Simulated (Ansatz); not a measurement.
# BAs (Pm-3m) in Ansatz: notebook

Runs on BAs. Level: HSE06 form with a typed share of exact exchange. Tasks: single point.

Everything below comes from runs of Ansatz 0.2.0. Logs are shortened: lines on timing, memory, paths and dates and some standing lists are left out, and cuts for length are marked.

### 1 The structure

It takes space group Pm-3m (No. 221, cubic). The conventional cell has a = 2.957 Å, b = 2.957 Å, c = 2.957 Å, α = 90.00°, β = 90.00°, γ = 90.00°. B (site symmetry m-3m) is surrounded by 8 As at 2.56 Å. Around As (site symmetry m-3m) lie 8 B at 2.56 Å.

The cell was built by a generator and needn't be a form met in nature.

### 2 Single point, HSE06 form with a typed share of exact exchange

Contents of input:

```
crystal:
  lattice:
    - [2.95701033, 0.0, 0.0]
    - [0.0, 2.95701033, 0.0]
    - [0.0, 0.0, 2.95701033]
  atoms:
    - { symbol: B, position: [0.5, 0.5, 0.5] }
    - { symbol: As, position: [0.0, 0.0, 0.0] }
hamiltonian:
  xc: { exchange: pbe, correlation: pbe, exx: { coeff: 0.25, omega: 0.4 } }
  pseudopotentials: { kind: paw }
kpoints:
  mp_grid: { grid: [5, 5, 5] }
scf:
  occupations: { method: fermi_dirac, width: 0.05 }
output:
  forces: true
  stress: true
  eigenvalues: true
```

Potentials or basis: Ansatz PAW.

Log:

```text
Warning: output.stress: scf.convergence.dr2_threshold = 1e-7 eV (the SCF's general default) is looser than the 2e-10 eV advised for a printed stress (1e-10 eV for each atom of the cell: 2). What an SCF threshold leaves in a stress goes as its square root, and in the free energy as the threshold itself, and one threshold admits the most on a small cell: of the crystals measured, under no hybrid functional and no lock of the moments, on runs that ended without the residual-converged pass, on stresses that held no estimate of that error, the worst erred by over 100 MPa in a component at 1e-7 eV an atom and by under 5 at 1e-10. Set scf.convergence.dr2_threshold to 2e-10 eV or tighter. The threshold is an SCF's pass mark: one that does not reach it within its budget of iterations ends unconverged, or closes short of it on a stop that the run arms, and scf.convergence.dr2_threshold's page says what that costs each kind of run
Warning: output.stress: scf.exx.energy_threshold = 1e-6 eV is looser than the 2e-8 eV advised for a stress under a hybrid functional (1e-8 eV for each atom of the cell: 2). Every SCF of the exchange loop can meet its threshold on dr2 while the loop round them stops early: no threshold on dr2 bounds what that leaves in the stress. Set scf.exx.energy_threshold to 2e-8 eV or tighter. The threshold is the loop's pass mark: a loop that does not reach it within its budget of cycles ends unconverged, and scf.exx.energy_threshold's page has the law
GPUs: using 1 of 1 available (devices: 1).
Engine: ansatz 0.2.0, x86_64-unknown-linux-gnu
Pseudopotentials: kind: paw
Pseudopotential: B, paw, valence charge 3, recommended cutoff 420 eV (normal), B.paw.azcp
Pseudopotential: As, paw, valence charge 15, recommended cutoff 420 eV (normal), As.paw.azcp
Functional definition: unnamed
  parameter a_1 = 0.25
  parameter omega_1 = 0.4/angstrom
  exchange = pbe_x + (-a_1)*pbe_x_sr(omega_1) + a_1*exact_x_sr(omega_1)
  correlation = pbe_c
device memory: the entry about to start is reckoned to put 0.4 GiB on a device that reports 28.7 GiB free (of which the cap on the GPU budget leaves the run 18.0 GiB)
GPU FFT provider: cuFFT
GPU libraries: cuBLAS 13.8.2, cuFFT 12.4.0, cuSOLVER 12.3.4
Crystal: 2 atoms, lattice volume = 25.856 Å³
Basis set: ecut = 420 eV, 485 PW (Γ), exchange–correlation on 40×40×40 points (8 copies of the dense FFT grid, shifted against one another)
Bands: 13, of which v1, the nominal top of the filled ones, is band 9 counted from 1 (8 counted from 0)
Symmetry: 48 space group operations
Space group: Pm-3m (ITA 221), of the structure as read, at distance tolerance 3.0e-5 Å
k-points: 10 of 125
Non-local potential: B, projectors of the file, l = 0: 2, l = 1: 2, l = 2: 1
Non-local potential: As, projectors of the file, l = 0: 2, l = 1: 2, l = 2: 3, l = 3: 1
PAW form: soft (Blöchl's): semilocal exchange-correlation on the pseudo side does not see the compensation charge
PAW frozen core: B, regenerated for the run's functional, and the local potential with it (the file was generated under x = pbe(κ = 0.804, μ = 0.2195149727645171), c = pbe(β = 0.06672455060314922))
PAW frozen core: As, regenerated for the run's functional, and the local potential with it (the file was generated under x = pbe(κ = 0.804, μ = 0.2195149727645171), c = pbe(β = 0.06672455060314922))
PAW one-centre angular grid: B, 110 points (default); XC on 64 Gauss nodes
PAW one-centre angular grid: As, 590 points (default); XC on 64 Gauss nodes
Initial density: superposition of atomic densities (neutral atoms: chi_scale 0, normalization atom), corrected by the library's trained network
Initial wavefunctions: pseudopotential atomic-orbital guess
GPU buffer pool allocated for 8000 grid points (all kernels)
GPU transforms: local potential and band sums: pruned to the plane-wave sphere, on 20×20×20
Functional: x = pbe(κ = 0.804, μ = 0.2195149727645171), c = pbe(β = 0.06672455060314922), warm-up for x = pbe(κ = 0.804, μ = 0.2195149727645171) + 0.25 (exact − pbe) at short range (hse, ω = 0.4 Å⁻¹), c = pbe(β = 0.06672455060314922)
SCF iter   1: F=—  HF=-5008.978182 eV  |F-HF|=—  |Δ(HF+E_count)|=         —  Δρ=8.46e-3  dr2=3.27e-2  ethr=1.77e-3  ⟨swp⟩=5.4  Hψ=495  notcnv=0
preconditioner: auto → none  [insulator: Δε(μ)=0.399 eV  Ē_g=10.187 eV  σ=0.050 eV  W_gap=0.95  n_scr=6 (ndim 8)  ℏωp=20.7 eV  f_vac=0.000  D(μ)=0.37/eV (n_scr^D=0)]
SCF iter   2: F=—  HF=-5008.970520 eV  |F-HF|=—  |Δ(HF+E_count)|=   7.66e-3  Δρ=3.31e-3  dr2=4.76e-3  ethr=1.81e-4  ⟨swp⟩=2.7  Hψ=271  notcnv=0
iter 3 solved again at ethr=4.28e-8 eV; its pass at ethr=2.65e-5 eV (dr2=7.70e-6 eV) is discarded
SCF iter   3: F=—  HF=-5008.969339 eV  |F-HF|=—  |Δ(HF+E_count)|=   1.18e-3  Δρ=3.20e-4  dr2=7.96e-6  ethr=4.28e-8  ⟨swp⟩=4.0  Hψ=636  notcnv=0
SCF iter   4: F=—  HF=-5008.969350 eV  |F-HF|=—  |Δ(HF+E_count)|=   1.09e-5  Δρ=4.84e-5  dr2=7.28e-7  ethr=4.28e-8  ⟨swp⟩=3.0  Hψ=318  notcnv=0
SCF iter   5: F=-5008.969348 eV  HF=-5008.969348 eV  |F-HF|=3.35e-8  |Δ(HF+E_count)|=   1.33e-6  Δρ=1.82e-5  dr2=3.09e-8  ethr=4.04e-9  ⟨swp⟩=4.0  Hψ=358  notcnv=0
SCF 1 converged in 5 iterations: F = -5008.969348 eV  dr2 = 3.09e-8
device memory: the entry about to start is reckoned to put 1.0 GiB on a device that reports 28.7 GiB free (of which the cap on the GPU budget leaves the run 18.0 GiB)
GPU FFT provider: cuFFT
GPU libraries: cuBLAS 13.8.2, cuFFT 12.4.0, cuSOLVER 12.3.4
Initial density: handed on by an earlier stage of this run
Initial wavefunctions: those handed on with the density
GPU buffer pool allocated for 8000 grid points (all kernels)
GPU transforms: local potential and band sums: pruned to the plane-wave sphere, on 20×20×20
Functional: x = pbe(κ = 0.804, μ = 0.2195149727645171) + 0.25 (exact − pbe) at short range (hse, ω = 0.4 Å⁻¹), c = pbe(β = 0.06672455060314922)
Exchange kernel: α = 0.2500, screened, ω = 0.4000 Å⁻¹, Wigner–Seitz truncation, v(0) = 282.7341 eV·Å³, q-mesh 5×5×5, nearest image of the exchange supercell L = 14.79 Å, pair-density grid 15×15×15, without the augmentation charges, whose exchange is taken in its separable form by FFT convolution over the k-point mesh (sized by the pseudopotential files, 20×20×20 at the most), smooth part of the exact exchange by density-matrix convolution in up to 1.13 GiB of GPU memory as planned if the GPU has room (build and FFT work areas not counted)
Frozen-core exchange: fock
iter 1 solved again at ethr=5.60e-5 eV; its pass at ethr=1.00e-1 eV (dr2=1.01e-2 eV) is discarded
SCF iter   1: F=—  HF=-5009.924334 eV  |F-HF|=—  |Δ(HF+E_count)|=         —  Δρ=7.18e-3  dr2=1.33e-2  ethr=5.60e-5  ⟨swp⟩=4.0  Hψ=689  notcnv=0
preconditioner: auto → none  [insulator: Δε(μ)=0.433 eV  Ē_g=11.123 eV  σ=0.050 eV  W_gap=0.95  n_scr=6 (ndim 8)  ℏωp=20.7 eV  f_vac=0.000  D(μ)=0.34/eV (n_scr^D=0)]
SCF iter   2: F=—  HF=-5009.915015 eV  |F-HF|=—  |Δ(HF+E_count)|=   9.32e-3  Δρ=3.48e-3  dr2=4.28e-3  ethr=5.60e-5  ⟨swp⟩=3.0  Hψ=382  notcnv=0
SCF iter   3: F=—  HF=-5009.914078 eV  |F-HF|=—  |Δ(HF+E_count)|=   9.37e-4  Δρ=1.42e-3  dr2=3.89e-4  ethr=1.71e-5  ⟨swp⟩=2.7  Hψ=243  notcnv=0
SCF iter   4: F=—  HF=-5009.916436 eV  |F-HF|=—  |Δ(HF+E_count)|=   2.36e-3  Δρ=8.68e-4  dr2=9.40e-5  ethr=1.51e-6  ⟨swp⟩=4.0  Hψ=370  notcnv=0
SCF iter   5: F=—  HF=-5009.916367 eV  |F-HF|=—  |Δ(HF+E_count)|=   6.94e-5  Δρ=2.03e-4  dr2=5.36e-6  ethr=5.16e-7  ⟨swp⟩=3.0  Hψ=285  notcnv=0
SCF iter   6: F=-5009.916364 eV  HF=-5009.916364 eV  |F-HF|=2.32e-8  |Δ(HF+E_count)|=   3.04e-6  Δρ=2.40e-5  dr2=1.19e-6  ethr=2.34e-8  ⟨swp⟩=3.0  Hψ=347  notcnv=0
SCF 2 stopped early in 6 iterations: F = -5009.916364 eV  dr2 = 1.19e-6
hybrid outer 1: dexx = +2.734e-3 eV, tail = 2.83e-5 eV
GPU FFT provider: cuFFT
GPU libraries: cuBLAS 13.8.2, cuFFT 12.4.0, cuSOLVER 12.3.4
GPU buffer pool allocated for 8000 grid points (all kernels)
GPU transforms: local potential and band sums: pruned to the plane-wave sphere, on 20×20×20
Exchange kernel: α = 0.2500, screened, ω = 0.4000 Å⁻¹, Wigner–Seitz truncation, v(0) = 282.7341 eV·Å³, q-mesh 5×5×5, nearest image of the exchange supercell L = 14.79 Å, pair-density grid 15×15×15, without the augmentation charges, whose exchange is taken in its separable form by FFT convolution over the k-point mesh (sized by the pseudopotential files, 20×20×20 at the most), smooth part of the exact exchange by density-matrix convolution in up to 1.13 GiB of GPU memory as planned if the GPU has room (build and FFT work areas not counted)
Frozen-core exchange: fock
SCF iter   1: F=—  HF=-5009.916540 eV  |F-HF|=—  |Δ(HF+E_count)|=         —  Δρ=7.64e-5  dr2=9.23e-7  ethr=7.85e-7  ⟨swp⟩=3.0  Hψ=276  notcnv=0
preconditioner: auto → none  [insulator: Δε(μ)=0.418 eV  Ē_g=11.101 eV  σ=0.050 eV  W_gap=0.95  n_scr=6 (ndim 8)  ℏωp=20.7 eV  f_vac=0.000  D(μ)=0.35/eV (n_scr^D=0)]
SCF iter   2: F=—  HF=-5009.916541 eV  |F-HF|=—  |Δ(HF+E_count)|=   1.24e-7  Δρ=1.13e-5  dr2=4.00e-8  ethr=4.08e-9  ⟨swp⟩=4.0  Hψ=355  notcnv=0
SCF iter   3: F=—  HF=-5009.916541 eV  |F-HF|=—  |Δ(HF+E_count)|=   2.26e-7  Δρ=1.02e-5  dr2=1.57e-8  ethr=6.66e-11  ⟨swp⟩=4.0  Hψ=427  notcnv=0
SCF iter   4: F=-5009.916541 eV  HF=-5009.916541 eV  |F-HF|=4.71e-10  |Δ(HF+E_count)|=   3.29e-9  Δρ=2.10e-6  dr2=6.60e-10  ethr=6.66e-11  ⟨swp⟩=2.8  Hψ=236  notcnv=0
SCF 3 converged in 4 iterations: F = -5009.916541 eV  dr2 = 6.60e-10
  Residual-converged pass: ⟨swp⟩=3.0  Hψ=271  notcnv=0  max |occ|·‖R‖ = 2.4e-6 eV (tolerance 2.4e-6 eV)  dr2=6.41e-10  dr2_onsite=2.94e-10  max |Δocc| = 3.8e-13
hybrid outer 2: dexx = +2.972e-7 eV, tail = 9.63e-9 eV, Δε = 2.05e-3 eV (about 6.82e-5 eV left of the loop's levels)
hybrid SCF converged: 2 outer / 10 inner (+5 warm-up), last move |dexx| = 2.97e-7 eV, tail = 9.63e-9 eV
Stability not checked: this state was not tested for a lower state beside it, because the functional holds exact exchange (a hybrid, or Hartree-Fock), whose exchange loop this test does not read (fock_operator; see scf.lower_state_search)
Free energy (F): -5009.916541 eV
Frozen-core exchange: fock
Harris-Foulkes:  -5009.916541 eV  (|F-HF|=4.71e-10)
Internal energy: -5009.912659 eV  (E = F + TS)
E sigma→0 (E₀):  -5009.914600 eV
Entropy (-TS):   -0.003882 eV (-1.941 meV/atom)
Fermi energy:    12.402041 eV
--- Per-component energies (eV) ---
  E_band       = -229.183595
  E_kinetic    = 140.438037
  E_local      = -1567.529356  (includes V_loc(G=0)·N_el)
  E_nonlocal   = -657.703002
  E_hartree    = 889.615508
  E_xc         = -92.175194
  E_vxc        = -95.651510  (∫ρ·V_xc dr)
  E_exx        = -59.098761  (= α·E_x^exact, valence–valence)
  E_paw        = -1870.390739  (= ΣΔE_a)
  E_vpaw       = 290.228056  (= ΣTr[D̂ρ^β])
  E_aug_tail   = 0.000006  (compensation charges beyond the density's cutoff)
  E_ewald      = -1792.284175
  E_core_change = -0.784983  (= ΣΔE_core)
  E_smearing   = -0.003882  (= −TS)
  E_closure    = 0.000000  (closes the sum)
  Σ components = -5009.916541   (vs F -5009.916541, Δ=0.00e0)
--- Forces (eV/Å), atoms counted from 1 ---
  atom   1  B      0.00000000    -0.00000000    -0.00000000
  atom   2  As    -0.00000000    -0.00000000     0.00000000
  max |Σ_I F_I| component: 6.46e-27 eV/Å
--- Stress (GPa, compression-positive) ---
       -7.821821       0.000000       0.000000
       -0.000000      -7.821821       0.000000
        0.000000       0.000000      -7.821821
  P = ⅓ Tr σ = -7.8218 GPa (-78.218 kbar)
--- Band table (eV; the first three rows and the last of 10) ---
  k-point 0: bands = ["-27.4989", "-27.4989", "-27.4587", "-27.4587", "-27.4587", "-4.7901", "11.3007", "11.3007", "11.3007", "11.7207", "18.1421", "18.1421", "22.1150"]
  k-point 1: bands = ["-27.4984", "-27.4859", "-27.4628", "-27.4628", "-27.4584", "-4.1084", "6.7620", "11.9959", "11.9959", "13.5706", "18.8146", "20.2842", "20.4779"]
  k-point 2: bands = ["-27.4975", "-27.4693", "-27.4693", "-27.4649", "-27.4578", "-2.2351", "2.3117", "14.0083", "14.0083", "15.1639", "17.1106", "17.1106", "17.7600"]
  k-point 9: bands = ["-27.4803", "-27.4801", "-27.4801", "-27.4455", "-27.4455", "2.7637", "6.7937", "8.2008", "8.2008", "10.1139", "11.9013", "11.9013", "14.5011"]
```

It took 15 s on 1 × NVIDIA H100 80GB HBM3 with 2 threads of AMD EPYC 7R13 (Zen 3), shared host; peak memory 1.6 GiB.

What came out:

| Item | Value |
| --- | --- |
| Free energy | -5009.9165 eV |
| Pressure | -7.8 GPa |
| Band gap on the k mesh | none (metal or under the smearing width) |

Caveat: the k mesh is coarse (spacing up to 0.42 Å⁻¹), so the values aren't converged, least of all with exact exchange; the PAW data sets come from PBE, with cores solved anew for the run's functional, which leaves a small shift of forces and pressure; the thresholds are loose for stress.

### 3 Single point, HSE06 form with a typed share of exact exchange

input, as its differences from that of step 2:

```diff
@@ -9,3 +9,3 @@
 hamiltonian:
-  xc: { exchange: pbe, correlation: pbe, exx: { coeff: 0.25, omega: 0.4 } }
+  xc: { exchange: pbe, correlation: pbe, exx: { coeff: 0.25, omega: 0.6 } }
   pseudopotentials: { kind: paw }
```

Potentials or basis: Ansatz PAW.

Run time: 11 s. Hardware: 1 × NVIDIA H100 80GB HBM3 with 2 threads of AMD EPYC 7R13 (Zen 3), shared host; peak memory 1.5 GiB.

It converged, with:

* Free energy: -5009.9235 eV
* Pressure: -7.1 GPa
* Band gap on the k mesh: none (metal or under the smearing width)

Levels at points of the mesh, in eV from the Fermi level:
| k point | band 7 | band 8 | band 9 | band 10 | band 11 | band 12 |
| --- | --- | --- | --- | --- | --- | --- |
| (0.00, 0.00, 0.00) | -1.06 | -1.06 | -1.06 | -0.69 | 5.64 | 5.64 |

Caveat: the k mesh is coarse (spacing up to 0.42 Å⁻¹), so the values aren't converged, least of all with exact exchange; the PAW data sets come from PBE, with cores solved anew for the run's functional, which leaves a small shift of forces and pressure; the thresholds are loose for stress.
